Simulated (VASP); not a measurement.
# ZnO (Pm-3m) in VASP: equation of state

How stiff is ZnO in PBE, and what volume does it want? The cell is scaled to several volumes.

All numbers are computed with VASP 6.6.1; they aren't measurements. Logs are shortened: lines on timing, memory, paths and dates and some standing lists are left out, and cuts for length are marked.

**1. The crystal as given**

The structure is cubic, space group Pm-3m (No. 221). The conventional cell has a = 2.688 Å, b = 2.688 Å, c = 2.688 Å, α = 90.00°, β = 90.00°, γ = 90.00°. Zn (site symmetry m-3m) has 8 O at 2.33 Å as nearest neighbours. O (site symmetry m-3m) has 8 Zn at 2.33 Å as nearest neighbours.

The cell was built by a generator and needn't be a form met in nature.

**2. Equation of state, PBE, 9.13 Å³/atom (volume scaled by 0.94)**

INCAR reads:

```
SYSTEM = ZnO
PREC = Accurate
ENCUT = 520
EDIFF = 1E-7
ISMEAR = -1
SIGMA = 0.05
LREAL = .False.
LASPH = .True.
NELM = 80
ALGO = Normal
ISIF = 2
LWAVE = .False.
LCHARG = .False.
GGA = PE
NBANDS = 16
```

KPOINTS reads:

```
regular mesh
0
Gamma
  10 10 10
  0 0 0
```

POSCAR reads:

```
ZnO
1.0
    2.6333331733      0.0000000000      0.0000000000
    0.0000000000      2.6333331733      0.0000000000
    0.0000000000      0.0000000000      2.6333331733
Zn O
1 1
Direct
    0.0000000000      0.0000000000      0.0000000000
    0.5000000000      0.5000000000      0.5000000000
```

Potentials or basis: VASP PAW PBE potentials, release 64 (Zn, O).

Launch:

```console
cat potpaw_PBE.64/Zn/POTCAR potpaw_PBE.64/O/POTCAR > POTCAR
mpirun -np 1 vasp_std > vasp.out
```

OUTCAR:

```text
SYSTEM = ZnO
   PREC = Accurate
   ENCUT = 520
   EDIFF = 1E-7
   ISMEAR = -1
   LREAL = .False.
   LASPH = .True.
   NELM = 80
   ISIF = 2
   GGA = PE

 Found     56 irreducible k-points:

 Following reciprocal coordinates:
            Coordinates               Weight
  0.000000  0.000000  0.000000      1.000000
  0.100000  0.000000  0.000000      6.000000
  0.200000  0.000000  0.000000      6.000000
  0.300000  0.000000  0.000000      6.000000
  0.400000  0.000000  0.000000      6.000000
  0.500000  0.000000  0.000000      3.000000
   k-points           NKPTS =     56   k-points in BZ     NKDIM =     56   number of bands    NBANDS=     16
   number of dos      NEDOS =    301   number of ions     NIONS =      2
   total plane-waves  NPLWV =   8000
   dimension x,y,z NGX =    20 NGY =   20 NGZ =   20
   dimension x,y,z NGXF=    40 NGYF=   40 NGZF=   40
   ions per type =               1   1
   NGX,Y,Z   is equivalent  to a cutoff of  12.63, 12.63, 12.63 a.u.
   NGXF,Y,Z  is equivalent  to a cutoff of  25.25, 25.25, 25.25 a.u.
 SYSTEM =  ZnO
   PREC   = accura    normal or accurate (medium, high low for compatibility)
   ISTART =      0    job   : 0-new  1-cont  2-samecut
   ICHARG =      2    charge: 1-file 2-atom 10-const
   ISPIN  =      1    spin polarized calculation?
   LNONCOLLINEAR =      F non collinear calculations
   LSORBIT =      F    spin-orbit coupling
   LASPH  =      T    aspherical Exc in radial PAW
   ENCUT  =  520.0 eV  38.22 Ry    6.18 a.u.   4.90  4.90  4.90*2*pi/ulx,y,z
   NELM   =     80;   NELMIN=  2; NELMDL= -5     # of ELM steps
   EDIFF  = 0.1E-06   stopping-criterion for ELM
   LREAL  =      F    real-space projection
   EDIFFG = 0.1E-05   stopping-criterion for IOM
   NSW    =      0    number of steps for IOM
   IBRION =     -1    ionic relax: 0-MD 1-quasi-New 2-CG
   NFREE  =      0    steps in history (QN), initial steepest desc. (CG)
   ISIF   =      2    stress and relaxation
   ISYM   =      2    0-nonsym 1-usesym 2-fastsym
   POTIM  = 0.5000    time-step for ionic-motion
   TEBEG  =    0.0;   TEEND  =   0.0 temperature during run
   PSTRESS=    0.0 pullay stress
   NELECT =      18.0000    total number of electrons
   NUPDOWN=      -1.0000    fix difference up-down
   EMIN   =  10.00;   EMAX   =-10.00  energy-range for DOS
   EFERMI =   0.00;   METHOD = LEGACY
   ISMEAR =    -1;   SIGMA  =   0.05  broadening in eV -4-tet -1-fermi 0-gaus
   EFERMI_NEDOS =   21; number of points for ismear=-14 and -15
   IALGO  =     38    algorithm
   IMIX   =      4    mixing-type and parameters
     AMIX     =   0.40;   BMIX     =  1.00
     AMIX_MAG =   1.60;   BMIX_MAG =  1.00
  volume/ion in A,a.u.               =       9.13        61.61
  Fermi-wavevector in a.u.,A,eV,Ry     =   1.629270  3.078875 36.116969  2.654522
  Thomas-Fermi vector in A             =   2.721764
   LORBIT       =      0    0 simple, 1 ext, 2 COOP (PROOUT), +10 PAW based schemes
   GGA     = PE    functional components
   LHFCALC =     F    Hartree Fock is set to
   AEXX    =    0.0000 exact exchange contribution
   IVDW    =     0    specifies the selected vdW correction
   LEPSILON=     F    determine dielectric tensor
   LRPA    =     F    only Hartree local field effects (RPA)
 non-spin polarized calculation
  energy-cutoff  :      520.00
  volume of cell :       18.26
 maximum number of plane-waves:       504
 NGX is ok and might be reduce to    20
   NGX =  9   NGY =  9   NGZ =  9

 number of electron      18.0000011 magnetization

 Free energy of the ion-electron system (eV)
  ---------------------------------------------------
  ext. energy  EPLUGINS =         0.00000000
  ---------------------------------------------------
  free energy    TOTEN  =        -7.44703895 eV

  energy without entropy =       -7.44650129  energy(sigma->0) =       -7.44677012

 E-fermi :   3.8881     XC(G=0): -12.8575

 val. band max:        3.7291901026   @ k =   0.5000   0.0000   0.0000
 cond. band min:       4.3794439629   @ k =   0.1000   0.0000   0.0000
 fundamental gap:      0.6502538602
 Fermi energy:         3.8880736389

 k-point     1 :       0.0000    0.0000    0.0000
  band No.  band energies     occupation
      1     -15.2543      2.00000
      2      -2.8641      2.00000
      3      -2.8641      2.00000
      4      -1.6285      2.00000
      5      -1.6285      2.00000
      6      -1.6285      2.00000
[... 8 lines left out ...]
     15      21.9306      0.00000
     16      36.7022      0.00000

 k-point     2 :       0.1000    0.0000    0.0000
  band No.  band energies     occupation
      1     -15.1440      2.00000
      2      -2.8522      2.00000
      3      -2.8491      2.00000
      4      -1.7083      2.00000
      5      -1.7083      2.00000
      6      -1.6247      2.00000
[... 8 lines left out ...]
     15      22.8631      0.00000
     16      33.4635      0.00000

 k-point     3 :       0.2000    0.0000    0.0000
  band No.  band energies     occupation
      1     -14.8360      2.00000
      2      -2.9737      2.00000
      3      -2.8097      2.00000
      4      -1.8996      2.00000
      5      -1.8996      2.00000
      6      -1.6149      2.00000
[... 8 lines left out ...]
     15      25.0057      0.00000
     16      30.1340      0.00000

 k-point     4 :       0.3000    0.0000    0.0000
  band No.  band energies     occupation
      1     -14.4087      2.00000
      2      -3.5959      2.00000
      3      -2.7607      2.00000
      4      -2.1094      2.00000
      5      -2.1094      2.00000
      6      -1.6027      2.00000
[... 8 lines left out ...]
     15      27.2898      0.00000
     16      27.8209      0.00000

 k-point     5 :       0.4000    0.0000    0.0000
  band No.  band energies     occupation
      1     -14.0116      2.00000
      2      -4.4060      2.00000
      3      -2.7207      2.00000
      4      -2.2631      2.00000
      5      -2.2631      2.00000
      6      -1.5928      2.00000
[... 8 lines left out ...]
     15      25.0320      0.00000
     16      30.8474      0.00000

 k-point     6 :       0.5000    0.0000    0.0000
  band No.  band energies     occupation
      1     -13.8436      2.00000
      2      -4.7531      2.00000
      3      -2.7054      2.00000
      4      -2.3186      2.00000
      5      -2.3186      2.00000
      6      -1.5890      2.00000
[... 8 lines left out ...]
     15      23.9201      0.00000
     16      32.3516      0.00000

 [... further k-points ...]
[... 5 lines left out ...]
  --------------------------------------------------------------------------------------
  -------------------------------------------------------------------------------------
  Total        1.4002521      1.4002521      1.4002521      0.0000000      0.0000000     -0.0000000
  in kB      122.8568491    122.8568491    122.8568491      0.0000000      0.0000000     -0.0000000
  external PRESSURE =     122.8568491 kB  Pullay stress =       0.0000000 kB

 VOLUME and BASIS-vectors are now :
 -----------------------------------------------------------------------------
  energy-cutoff  :      520.00
  volume of cell :       18.26
      direct lattice vectors                 reciprocal lattice vectors
     2.633333173  0.000000000  0.000000000     0.379746859  0.000000000  0.000000000
     0.000000000  2.633333173  0.000000000     0.000000000  0.379746859  0.000000000
     0.000000000  0.000000000  2.633333173     0.000000000  0.000000000  0.379746859

 POSITION                                       TOTAL-FORCE (eV/Angst)
 -----------------------------------------------------------------------------------
      0.00000      0.00000      0.00000         0.000000      0.000000      0.000000
      1.31667      1.31667      1.31667         0.000000      0.000000      0.000000
 -----------------------------------------------------------------------------------
    total drift:                               -0.000000      0.000000      0.000000

  FREE ENERGIE OF THE ION-ELECTRON SYSTEM (eV)
  ---------------------------------------------------
  free  energy   TOTEN  =        -7.4470389482 eV

  energy  without entropy=       -7.4465012862  energy(sigma->0) =       -7.44677012
```

OSZICAR:

```text
N       E                     dE             d eps       ncg     rms          rms(c)
DAV:   1     0.870000009565E+02    0.87000E+02   -0.97736E+03  1936   0.177E+03
DAV:   2    -0.530979142184E+01   -0.92310E+02   -0.83079E+02  2072   0.294E+02
DAV:   3    -0.919178782804E+01   -0.38820E+01   -0.38707E+01  1896   0.607E+01
DAV:   4    -0.920683707752E+01   -0.15049E-01   -0.15049E-01  2200   0.375E+00
DAV:   5    -0.920687810114E+01   -0.41024E-04   -0.41024E-04  1976   0.182E-01    0.879E+00
DAV:   6    -0.749486639847E+01    0.17120E+01   -0.29172E+00  2408   0.625E+01    0.629E+00
DAV:   7    -0.747694449230E+01    0.17922E-01   -0.59804E-01  1832   0.119E+01    0.329E+00
DAV:   8    -0.744996427168E+01    0.26980E-01   -0.74183E-02  1928   0.245E+00    0.676E-01
DAV:   9    -0.744699623403E+01    0.29680E-02   -0.36581E-03  2616   0.125E+00    0.920E-02
DAV:  10    -0.744702837609E+01   -0.32142E-04   -0.66672E-04  1936   0.228E-01    0.551E-02
DAV:  11    -0.744704043864E+01   -0.12063E-04   -0.22713E-05  1960   0.523E-02    0.719E-03
DAV:  12    -0.744703901531E+01    0.14233E-05   -0.20439E-06  2448   0.186E-02    0.129E-03
DAV:  13    -0.744703894819E+01    0.67115E-07   -0.21097E-07  1904   0.404E-03
   1 F= -.74470389E+01 E0= -.74467701E+01  d E =-.537662E-03
```

It took 19 s on 1 thread of Intel Xeon Platinum 8488C (Sapphire Rapids), shared host; peak memory 0.13 GiB.

Results:

```yaml
Free_energy: -7.4470 eV
Pressure: 12.3 GPa
Band_gap_on_the_k_mesh: none (metal or under the smearing width)
```

[end of part 1 of 2]
